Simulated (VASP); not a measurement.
Sn under changes of volume

One of the cells (28.203 Å³/atom); the others are scaled copies at fixed shape and fractional positions:

```
Sn
1.0
    -2.95961    2.95961    1.60989
     2.95961   -2.95961    1.60989
     2.95961    2.95961   -1.60989
Sn
2
Direct
  0.00000 0.00000 0.00000
  0.75000 0.25000 0.50000
```

| Item | Value |
| --- | --- |
| Program | VASP 6.6.1 |
| Functional | PBE |
| Potentials or basis | VASP PAW PBE potentials, release 64 (Sn_d) |
| Cutoff | 520 eV |
| k mesh | 9 × 9 × 9 |
| Occupations | fermi-dirac, width 0.05 eV |
| Spin | no spin polarisation |

```tsv
volume (Å³/atom)	energy over the lowest point (meV/atom)	pressure (GPa)
25.991	?	?
26.544	20.92	3.8
27.097	9.93	2.5
28.203	0.00	0.3
28.756	0.26	-0.6
29.309	3.55	-1.4
```

Q: What does the run at 25.991 Å³/atom give?

A: Energy over the lowest point 36.58 meV/atom; pressure 5.2 GPa.

Worked out: A Birch-Murnaghan fit of order 3 (a polynomial in V^(-2/3)) to the other rows has its minimum at 28.43 Å³/atom with B0 = V·E''(V) = 48 GPa and B' = 4.4 at fixed shape and positions, which overstates the stiffness. It gives 36.53 meV/atom at 25.991 Å³/atom, against the run's 36.58, and -dE/dV = 5.2 GPa, against 5.2.

Energies are extrapolated to zero smearing.
